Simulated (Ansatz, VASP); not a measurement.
Two plane-wave programs on InP

```
In P
1.0
     0.00000    2.96906    2.96906
     2.96906    0.00000    2.96906
     2.96906    2.96906    0.00000
In P
1 1
Direct
  0.00000 0.00000 0.00000
  0.75000 0.75000 0.75000
```

Alike in both runs: task single point; functional PBEsol; dispersion D4; k mesh 8 × 8 × 8; occupations fermi-dirac, width 0.05 eV; no spin polarisation.

```csv
,VASP,Ansatz
version,VASP 6.6.1,Ansatz 0.2.0
potentials or method,"VASP PAW PBE potentials, release 64 (In_d, P)",Ansatz PAW
plane-wave cutoff (eV),520,420
valence electrons in the cell,18,18
```

VASP gave:

- gap on the k mesh at the Fermi level (eV): 0.40
- least direct gap on the mesh (eV): 0.40
- pressure (GPa): -3.0
- dispersion energy (meV/atom): -190.8

**Question.** What did Ansatz give for the same quantities?

**Answer.** gap on the k mesh at the Fermi level (eV): 0.41; least direct gap on the mesh (eV): 0.41; pressure (GPa): -3.0; dispersion energy (meV/atom): -191.0.

Caveats: spin-orbit coupling is left out, which moves the levels of the heavy elements; the PAW data sets were made with another functional, which shifts forces and pressure a little (VASP); the PAW data sets come from PBE, with cores solved anew for the run's functional, which leaves a small shift of forces and pressure (Ansatz).
